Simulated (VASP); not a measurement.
# BN (Qingsongite) (F-43m) in VASP: notebook, part 2 of 2

VASP 6.6.1. The steps go on from the part before.

## Step 6: Phonons, r2SCAN

This run uses another cell than the first one, of 5.90 Å³/atom, 1.006 times its volume.

Input file POSCAR:

```
BN
1.0
    0.0000000000      1.8066401993      1.8066401993
    1.8066401993      0.0000000000      1.8066401993
    1.8066401993      1.8066401993      0.0000000000
  B               N
     1     1
Direct
     0.0000000000000000    0.0000000000000000    0.0000000000000000
     0.2500000000000000    0.2500000000000000    0.2500000000000000
```

Input file INCAR.step1:

```
PREC = Accurate
ENCUT = 600
EDIFF = 1E-8
ISMEAR = 0
SIGMA = 0.03
LREAL = F
LASPH = T
NELM = 80
ALGO = Normal
ISIF = 3
LWAVE = F
LCHARG = F
METAGGA = R2SCAN
LMIXTAU = T
IBRION = 2
NSW = 40
EDIFFG = -0.002
```

Input file INCAR.step2:

```
PREC = Accurate
ENCUT = 600
EDIFF = 1E-8
ISMEAR = 0
SIGMA = 0.03
LREAL = F
LASPH = T
NELM = 80
ALGO = Normal
ISIF = 2
LWAVE = F
LCHARG = F
METAGGA = R2SCAN
LMIXTAU = T
IBRION = 6
NFREE = 2
POTIM = 0.015
NSW = 1
```

Input file KPOINTS:

```
regular mesh
0
Gamma
  14 14 14
```

Potentials or basis: VASP PAW PBE potentials, release 64 (B, N).

The run is started by

```bash
> cat potpaw_PBE.64/B/POTCAR potpaw_PBE.64/N/POTCAR > POTCAR
> cp INCAR.step1 INCAR
> mpirun -np 1 vasp_std > vasp.out
> cp CONTCAR POSCAR
> cp INCAR.step2 INCAR
> mpirun -np 1 vasp_std > vasp.out
```

OUTCAR:

```text
PREC = Accurate
   ENCUT = 600
   EDIFF = 1E-8
   ISMEAR = 0
   LREAL = F
   LASPH = T
   NELM = 80
   ISIF = 2
   METAGGA = R2SCAN
   IBRION = 6
   NFREE = 2
   POTIM = 0.015
   NSW = 1

 ion  position               nearest neighbor table
   1  0.000  0.000  0.000-   2 1.56   2 1.56   2 1.56   2 1.56
   2  0.250  0.250  0.250-   1 1.56   1 1.56   1 1.56   1 1.56

  LATTYP: Found a face centered cubic cell.
 ALAT       =     3.6132803986

  Lattice vectors:

 A1 = (   0.0000000000,   1.8066401993,   1.8066401993)
 A2 = (   1.8066401993,   0.0000000000,   1.8066401993)
 A3 = (   1.8066401993,   1.8066401993,   0.0000000000)

Analysis of symmetry for initial positions (statically):
=====================================================================
 Subroutine PRICEL returns:
 Original cell was already a primitive cell.

 Routine SETGRP: Setting up the symmetry group for a
 face centered cubic supercell.

 Subroutine GETGRP returns: Found 24 space group operations
 (whereof 24 operations were pure point group operations)
 out of a pool of 48 trial point group operations.

The static configuration has the point symmetry T_d .

Analysis of symmetry for dynamics (positions and initial velocities):
=====================================================================
 Subroutine PRICEL returns:
 Original cell was already a primitive cell.

 Routine SETGRP: Setting up the symmetry group for a
 face centered cubic supercell.

 Subroutine GETGRP returns: Found 24 space group operations
 (whereof 24 operations were pure point group operations)
 out of a pool of 48 trial point group operations.

The dynamic configuration has the point symmetry T_d .

 Subroutine INISYM returns: Found 24 space group operations
 (whereof 24 operations are pure point group operations),
[... 307 lines left out ...]

 k-point     1 :       0.0000    0.0000    0.0000
  band No.  band energies     occupation
      1     -14.0486      2.00000
      2       7.1169      2.00000
      3       7.2612      2.00000
      4       7.3962      2.00000
      5      16.6912      0.00000
      6      16.7885      0.00000
      7      16.9021      0.00000
      8      18.3481      0.00000
[... 243 lines left out ...]
 k-point    24 :       0.2857    0.1429    0.0000
  band No.  band energies     occupation
      1     -12.2247      2.00000
      2       1.9336      2.00000
      3       4.8070      2.00000
      4       5.4022      2.00000
      5      16.1790      0.00000
      6      19.6498      0.00000
      7      20.3688      0.00000
      8      21.0682      0.00000

 [... further k-points ...]

------------------------ aborting loop because EDIFF is reached ----------------------------------------

  FORCE on cell =-STRESS in cart. coord.  units (eV):
  Direction    XX          YY          ZZ          XY          YZ          ZX
  --------------------------------------------------------------------------------------
  -------------------------------------------------------------------------------------
  Total        0.0048994      0.0069569      0.0069569      0.0000000      0.0129548      0.0000000
  in kB        0.6655983      0.9451106      0.9451106      0.0000000      1.7599283      0.0000000
  external PRESSURE =       0.8519399 kB  Pullay stress =       0.0000000 kB
[... 17 lines left out ...]
  FREE ENERGIE OF THE ION-ELECTRON SYSTEM (eV)
  ---------------------------------------------------
  free  energy   TOTEN  =       -19.1718888442 eV

  energy  without entropy=      -19.1718888441  energy(sigma->0) =      -19.17188884

 INTERNAL STRAIN TENSORS FROM DISPLACED ATOMS
 ============================================

 INTERNAL STRAIN TENSOR FOR ION    1 for displacements in x,y,z  (eV/Angst):
          X           Y           Z          XY          YZ          ZX
  --------------------------------------------------------------------------------
  x    -0.00000    -0.00000    -0.00000     0.00000     0.86377     0.00000
  y     0.00000     0.00000     0.00000     0.00000     0.00000     0.86377
  z    -0.00000    -0.00000    -0.00000     0.86377     0.00000     0.00000

 INTERNAL STRAIN TENSOR FOR ION    2 for displacements in x,y,z  (eV/Angst):
          X           Y           Z          XY          YZ          ZX
  --------------------------------------------------------------------------------
  x     0.00000     0.00000     0.00000     0.00000    -0.86401     0.00000
  y     0.00000    -0.00000     0.00000     0.00000     0.00000    -0.86401
  z     0.00000     0.00000     0.00000    -0.86401     0.00000     0.00000

 Eigenvectors and eigenvalues of the dynamical matrix
 ----------------------------------------------------

   1 f  =   31.209035 THz   196.092149 2PiTHz 1041.021347 cm-1   129.070139 meV
             X         Y         Z           dx          dy          dz
      0.000000  0.000000  0.000000     0.235672   -0.639039   -0.316865
      0.903320  0.903320  0.903320    -0.207078    0.561503    0.278419
[... 21 lines left out ...]
   6 f/i=    0.001017 THz     0.006391 2PiTHz    0.033928 cm-1     0.004206 meV
             X         Y         Z           dx          dy          dz
      0.000000  0.000000  0.000000    -0.088853   -0.519935    0.396808
      0.903320  0.903320  0.903320    -0.101123   -0.591731    0.451602

 ELASTIC MODULI CONTR FROM IONIC RELAXATION (kBar)
 Direction    XX          YY          ZZ          XY          YZ          ZX
 --------------------------------------------------------------------------------
 XX          -0.0000     -0.0000     -0.0000      0.0000      0.0000     -0.0000
 YY          -0.0000     -0.0000     -0.0000      0.0000      0.0000     -0.0000
 ZZ          -0.0000     -0.0000     -0.0000      0.0000      0.0000     -0.0000
 XY           0.0000      0.0000      0.0000     -4.1702     -0.0000     -0.0000
 YZ           0.0000      0.0000      0.0000     -0.0000     -4.1702      0.0000
 ZX          -0.0000     -0.0000     -0.0000     -0.0000      0.0000     -4.1702
 --------------------------------------------------------------------------------
```

OUTCAR.step1:

```text
PREC = Accurate
   ENCUT = 600
   EDIFF = 1E-8
   ISMEAR = 0
   LREAL = F
   LASPH = T
   NELM = 80
[... 489 lines left out ...]
      0.00000      0.00000      0.00000        -0.000000     -0.000000     -0.000000
      0.90332      0.90332      0.90332         0.000000      0.000000      0.000000
 -----------------------------------------------------------------------------------
    total drift:                                0.000000      0.000000      0.000000

  FREE ENERGIE OF THE ION-ELECTRON SYSTEM (eV)
  ---------------------------------------------------
  free  energy   TOTEN  =       -19.1746242063 eV

  energy  without entropy=      -19.1746242063  energy(sigma->0) =      -19.17462421

 reached required accuracy - stopping structural energy minimisation
```

Wall time 4.7 min (1 thread of Intel Xeon 6975P-C (Granite Rapids), shared host); peak memory 0.19 GiB.

Results:

* Highest phonon frequency at Γ, LO-TO splitting left out: 1041 cm⁻¹

Phonon frequencies in cm⁻¹ (negative: imaginary):
| q point | frequencies |
| --- | --- |
| (0.000, 0.000, 0.000) | 0 0 0 1041 1041 1041 |

Caveat: the PAW data sets were made with another functional, which shifts forces and pressure a little.
